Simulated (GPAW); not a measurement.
# In (P6_3/mmc) in GPAW: settings compared, part 2 of 2

GPAW 26.7.0.

## Step 5: Relaxation of cell and atoms, PBEsol+D3(BJ)+ATM

Input file run.py:

```python
from ase import Atoms
from ase.calculators.mixing import SumCalculator
from ase.filters import FrechetCellFilter
from ase.io import write
from ase.optimize import BFGS
from dftd3.ase import DFTD3
from gpaw import GPAW, PW, setup_paths

setup_paths.insert(0, '.')

atoms = Atoms(['In', 'In'],
              cell=[[3.335484782, 0.0, 0.0],
                    [-1.667742391, 2.8886145552, 0.0],
                    [0.0, 0.0, 5.50914292]],
              scaled_positions=[[0.6666666667, 0.3333333333, 0.75],
                                [0.3333333333, 0.6666666667, 0.25]],
              pbc=True)

calc = GPAW(mode=PW(600),
            xc='PBEsol',
            kpts={'size': (8, 8, 4), 'gamma': True},
            occupations={'name': 'fermi-dirac', 'width': 0.05},
            nbands=23,
            convergence={'density': 1e-05, 'forces': 0.0001},
            maxiter=150,
            txt='gpaw.txt')
atoms.calc = SumCalculator([calc, DFTD3(damping='d3bj', params_tweaks=dict(method='pbesol', atm=True))])
opt = BFGS(FrechetCellFilter(atoms), trajectory='relax.traj', logfile='-')
done = opt.run(fmax=0.02, steps=60)
calc.write('gs.gpw')
write('result.traj', atoms)
print('Converged:', done)
print('Cell:', atoms.cell.cellpar().round(4))
print('Volume:', round(atoms.get_volume(), 4))
print(atoms.get_scaled_positions().round(5))
```

Run with:

```console
$ gpaw-setup -f PBEsol In
$ OMP_NUM_THREADS=1 python run.py
```

It took 2.8 min on 1 thread of Arm Neoverse V2, shared host; peak memory 0.32 GiB.

The run converged. Its results:

```
Free energy                            : -7.0605 eV
Relaxed volume                         : 24.56 Å³/atom
Relaxed cell                           : a = 3.162 Å, b = 3.162 Å, c = 5.672 Å, α = 90.00°, β = 90.00°, γ = 120.00°
Space group after relaxing (to 0.05 Å) : P6_3/mmc (No. 194)
Energy gained by relaxing              : 43.8 meV/atom
Ionic steps                            : 10
Pressure after relaxing                : 0.0 GPa
Band gap on the k mesh                 : none (metal or under the smearing width)
Dispersion energy per atom             : -0.364 eV
```

The path:
| step | energy change (eV) | largest force (eV/Å) | pressure (GPa) | volume (Å³) |
| --- | --- | --- | --- | --- |
| 1 | 0.0000 | 0.0000 | -3.67 | 53.08 |
| 2 | -0.0152 | 0.0000 | -3.25 | 52.39 |
| 3 | -0.0622 | 0.0000 | 1.35 | 47.41 |
| 4 | -0.0666 | 0.0000 | 0.09 | 48.46 |
| 5 | -0.0684 | 0.0000 | 0.07 | 48.48 |
| 6 | -0.0784 | 0.0000 | 0.15 | 48.54 |
| 7 | 0.0286 | 0.0001 | 1.64 | 49.18 |
| 8 | -0.0873 | 0.0001 | 0.07 | 49.10 |
| 9 | -0.0876 | 0.0000 | 0.00 | 49.08 |
| 10 | -0.0876 | 0.0000 | 0.00 | 49.12 |

Final structure:
```xyz
2
Lattice="3.1620 0.0000 0.0000 -1.5810 2.7384 0.0000 0.0000 0.0000 5.6724" Properties=species:S:1:pos:R:3 pbc="T T T"
In    1.5810    0.9128    4.2543
In    0.0000    1.8256    1.4181
```

Levels at points of the mesh, in eV from the Fermi level:
```
           k point  band 11  band 12  band 13  band 14  band 15  band 16
(0.00, 0.00, 0.00)   -10.06    -5.43    -4.04     8.69    10.05    10.05
(0.00, 0.00, 0.50)    -8.77    -8.77     1.77     1.77    10.97    10.97
(0.50, 0.50, 0.00)    -4.61    -4.20    -0.32    -0.17     0.84     2.84
(0.50, 0.50, 0.50)    -3.42    -3.42    -2.88    -2.88     5.58     5.58
```

Caveat: later steps reuse the first step's grids; pairwise dispersion overbinds metals, which lowers pressure and volume.

## Step 6: Relaxation of cell and atoms, PBEsol+D4

run.py, as its differences from that of step 5:

```diff
@@ -5,3 +5,3 @@
 from ase.optimize import BFGS
-from dftd3.ase import DFTD3
+from dftd4.ase import DFTD4
 from gpaw import GPAW, PW, setup_paths
@@ -26,3 +26,3 @@
             txt='gpaw.txt')
-atoms.calc = SumCalculator([calc, DFTD3(damping='d3bj', params_tweaks=dict(method='pbesol', atm=True))])
+atoms.calc = SumCalculator([calc, DFTD4(method='pbesol')])
 opt = BFGS(FrechetCellFilter(atoms), trajectory='relax.traj', logfile='-')
```

Potentials or basis: PAW data sets generated in the run's folder for this functional, pw.

Run with:

```console
$ gpaw-setup -f PBEsol In
$ OMP_NUM_THREADS=1 python run.py
```

gpaw.txt:

```text
__  _  _
 | _ |_)|_||  |
 |__||  | ||/\| - 26.7.0

Input parameters:
  mode=PW(ecut=600.0),
  convergence={'density': 1e-05, 'forces': 0.0001},
  kpts=MonkhorstPack(size=(8, 8, 4), gamma=True),
  maxiter=150,
  nbands=23,
  occupations=Occupations(name='fermi-dirac', width=0.05),
  xc=XC(name='PBEsol')

Diagonalizing LCAO Hamiltonian
Converting LCAO to pw mode

           In

        In

Atoms  # Å, Bohr magnetons
|   | symbol |         x |        y |        z |    initial magnetic moments |
|---|--------|-----------|----------|----------|-----------------------------|
| 0 |     In |  1.667742 | 0.962872 | 4.131857 | ( 0.0000,  0.0000,  0.0000) |
| 1 |     In | -0.000000 | 1.925743 | 1.377286 | ( 0.0000,  0.0000,  0.0000) |

Unit cell  # Å
| periodic |         x |        y |        z |  lengths |     angles |
|----------|-----------|----------|----------|----------|------------|
|      yes |  3.335485 | 0.000000 | 0.000000 | 3.335485 |  90.000000 |
|      yes | -1.667742 | 2.888615 | 0.000000 | 3.335485 |  90.000000 |
|      yes |  0.000000 | 0.000000 | 5.509143 | 5.509143 | 120.000000 |

Number of symmetries: 12
Symmetry operations  # r_c * U_cc + t_c -> r_c
|    | kind |            matrix            |
|----|------|------------------------------|
|  0 |  σ   |  1, 1, 0,  0,-1, 0,  0, 0, 1 |
|  1 |  S6  |  1, 1, 0, -1, 0, 0,  0, 0,-1 |
|  2 |  E   |  1, 0, 0,  0, 1, 0,  0, 0, 1 |
|  3 |  C2  |  1, 0, 0, -1,-1, 0,  0, 0,-1 |
|  4 |  C2  |  0, 1, 0,  1, 0, 0,  0, 0,-1 |
|  5 |  C3  |  0, 1, 0, -1,-1, 0,  0, 0, 1 |
|  6 |  S6  |  0,-1, 0,  1, 1, 0,  0, 0,-1 |
|  7 |  σ   |  0,-1, 0, -1, 0, 0,  0, 0, 1 |
|  8 |  σ   | -1, 0, 0,  1, 1, 0,  0, 0, 1 |
[... 169 lines left out ...]
No gap
No difference between direct/indirect transitions

Stress tensor  # eV/Ang^3
|         x |         y |        z |
|-----------|-----------|----------|
|  0.013185 | -0.000000 | 0.000000 |
| -0.000000 |  0.013185 | 0.000000 |
|  0.000000 |  0.000000 | 0.004384 |

Forces  # eV/Ang
|        x |        y |        z |
|----------|----------|----------|
|  0.00000 |  0.00000 |  0.00001 |  # In   0
| -0.00000 | -0.00000 | -0.00001 |  # In   1
[... 146 lines left out ...]
SCF iterations
|iter     | |      energy | eigst |  dens |force |
|---------|-|-------------|-------|-------|------|
|iter:   1| |   -6.303239 | -2.03 |       |      |
|iter:   2| |   -6.301990 | -4.41 | -2.26 |      |
|iter:   3| |   -6.296541c| -3.86 | -2.30 |      |
|iter:   4| |   -6.296608c| -4.81 | -2.99 |      |
|iter:   5| |   -6.296675c| -4.98 | -3.31 |      |
|iter:   6| |   -6.296674c| -7.29 | -4.35 |      |
|iter:   7| |   -6.296674c| -7.76c| -4.83 |      |
|iter:   8| |   -6.296674c| -9.07c| -5.53c|      |
|iter:   9| |   -6.296674c| -9.52c| -5.79c|-3.65 |
|iter:  10| |   -6.296674c|-10.21c| -6.36c|-4.61c|

Converged in 10 steps
Energy contributions relative to reference atoms: (reference = -319805.218446)

Energy contributions:
  Kinetic:          20.667019
  Coulomb:         -18.889171
  Zero:              0.315722
  External:          0.000000
  Xc:               -8.382385
  Entropy:          -0.015716
  Spinorbit:         0.000000
  ----------------------------
  Free energy:      -6.304532
  Extrapolated:     -6.296674
[... 28 lines left out ...]
No gap
No difference between direct/indirect transitions

Stress tensor  # eV/Ang^3
|         x |         y |        z |
|-----------|-----------|----------|
|  0.011350 | -0.000000 | 0.000000 |
| -0.000000 |  0.011350 | 0.000000 |
|  0.000000 |  0.000000 | 0.001332 |

Forces  # eV/Ang
|       x |        y |        z |
|---------|----------|----------|
| 0.00000 |  0.00000 | -0.00000 |  # In   0
| 0.00000 | -0.00000 |  0.00000 |  # In   1

Interpolating wave functions to new cell

           In
[... 1729 lines left out ...]
Forces  # eV/Ang
|        x |        y |        z |
|----------|----------|----------|
| -0.00000 |  0.00000 |  0.00003 |  # In   0
|  0.00000 | -0.00000 | -0.00003 |  # In   1

# Writing to gs.gpw (mode='')
```

Wall time 2.9 min (1 thread of Arm Neoverse V2, shared host); peak memory 0.33 GiB.

What came out:

| Quantity | Value |
| --- | --- |
| Free energy | -6.7814 eV |
| Relaxed volume | 25.03 Å³/atom |
| Relaxed cell | a = 3.178 Å, b = 3.178 Å, c = 5.724 Å, α = 90.00°, β = 90.00°, γ = 120.00° |
| Space group after relaxing (to 0.05 Å) | P6_3/mmc (No. 194) |
| Energy gained by relaxing | 34.7 meV/atom |
| Ionic steps | 10 |
| Pressure after relaxing | 0.0 GPa |
| Band gap on the k mesh | none (metal or under the smearing width) |
| Dispersion energy per atom | -0.219 eV |

The path:
```tsv
step	energy change (eV)	largest force (eV/Å)	pressure (GPa)	volume (Å³)
1	0.0000	0.0000	-2.87	53.08
2	-0.0095	0.0000	-2.53	52.54
3	-0.0424	0.0000	1.05	48.45
4	-0.0452	0.0000	0.23	49.20
5	-0.0473	0.0000	0.06	49.35
6	-0.0558	0.0000	-0.09	49.69
7	0.0365	0.0001	1.54	50.10
8	-0.0694	0.0001	-0.19	50.32
9	-0.0694	0.0001	0.10	49.94
10	-0.0695	0.0000	0.02	50.07
```

Final structure:
```
In
1.0
     3.17815    0.00000    0.00000
    -1.58908    2.75236    0.00000
     0.00000    0.00000    5.72395
In
2
Cartesian
  1.5891 0.9175 4.2930
  0.0000 1.8349 1.4310
```

Levels at points of the mesh, in eV from the Fermi level:
```csv
k point,band 11,band 12,band 13,band 14,band 15,band 16
"(0.00, 0.00, 0.00)",-9.93,-5.45,-3.96,8.47,9.94,9.94
"(0.00, 0.00, 0.50)",-8.67,-8.67,1.69,1.69,10.84,10.84
"(0.50, 0.50, 0.00)",-4.57,-4.12,-0.35,-0.26,0.85,2.82
"(0.50, 0.50, 0.50)",-3.39,-3.39,-2.84,-2.84,5.46,5.46
```

Caveat: later steps reuse the first step's grids; pairwise dispersion overbinds metals, which lowers pressure and volume.

## Step 7: The runs side by side

| level | gap on the mesh (eV) | pressure (GPa) | relaxed volume (Å³/atom) |
| --- | --- | --- | --- |
| PBEsol | none | 0.0 | 25.82 |
| PBEsol+D3 | none | 0.0 | 25.10 |
| PBEsol+D3(BJ) | none | 0.0 | 24.44 |
| PBEsol+D3(BJ)+ATM | none | 0.0 | 24.56 |
| PBEsol+D4 | none | 0.0 | 25.03 |

Alike in all rows: task relaxation of cell and atoms; potentials or basis PAW data sets generated in the run's folder for this functional, pw; no spin polarisation; cell relaxed; k mesh 8 × 8 × 4; cutoff (eV) 600; smearing fermi-dirac 0.05 eV.

Caveats: later steps reuse the first step's grids; pairwise dispersion overbinds metals, which lowers pressure and volume (some runs).

Total energies depend on the potentials used, so only differences within one code and one set of settings carry meaning.
